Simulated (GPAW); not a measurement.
The system is SiC (Moissanite).

```
CELL_PARAMETERS angstrom
3.07600 0.00000 0.00000
-1.53800 2.66389 0.00000
0.00000 0.00000 5.04800
ATOMIC_POSITIONS crystal
Si 0.66667 0.33333 0.50000
Si 0.33333 0.66667 0.00000
C 0.66667 0.33333 0.88500
C 0.33333 0.66667 0.38500
```

Base run:

* Program: GPAW 26.7.0
* Functional: PBE
* Potentials or basis: GPAW PAW data sets (gpaw-data 1.2.1)
* Cutoff: 600 eV
* Basis: pw
* k mesh: 8 × 8 × 4
* Occupations: fermi-dirac, width 0.05 eV
* Spin: no spin polarisation

Its results: band gap on the k mesh 2.57 eV, indirect (least direct gap 4.07 eV); pressure 5.2 GPa; largest force 0.770 eV/Å.

Question: The run is repeated on the same cell with these changes: functional from PBE to LDA; potentials or basis from GPAW PAW data sets (gpaw-data 1.2.1) to the program's PAW data sets (release 1.2.1) made for this functional. What comes out?

Answer: Band gap on the k mesh 2.47 eV, indirect (least direct gap 3.98 eV); pressure -2.6 GPa; largest force 0.748 eV/Å.

Caveats: the cutoff is short for stress and forces, so pressures can be off by a GPa or more.

A k mesh can miss the band edges.
